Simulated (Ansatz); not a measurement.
**Structure optimisation: boron, fcc**

All numbers below come from DFT, RPBE, plane waves (420 eV) with PAW, scalar-relativistic (Ansatz). The PAW files were generated under PBE, with cores re-solved for the functional.

k-point mesh 18×18×18, Fermi-Dirac smearing 0.1 eV, no spin polarisation. Cell and atoms relax.

Starting structure:

```yaml
crystal:
  lattice:
    - [0.0, 1.4853449006, 1.4853449006]
    - [1.4853449006, 0.0, 1.4853449006]
    - [1.4853449006, 1.4853449006, 0.0]
  atoms:
    - { symbol: B, position: [0.0, 0.0, 0.0] }
hamiltonian:
  xc: rpbe
  pseudopotentials:
    kind: paw
    azcp:
      B: "pseudopotentials/B.paw.azcp"
basis:
  ecutwfc: 420
  fft_grid_basis: typed
kpoints:
  mp_grid: { grid: [18, 18, 18], shift: [0, 0, 0] }
magnetization:
  spin_polarized: false
scf:
  occupations: { method: fermi_dirac, width: 0.1 }
relax:
  max_steps: 60
  f_tol: 0.01
  cell: {}
```

Q: What cell does the relaxation end in?

A: Fm-3m with a = 2.881 Å; 5.98 Å³ per atom against 6.55 at the start (-8.7 %).

Q: How much energy does the relaxation gain?

A: 38.7 meV per atom.
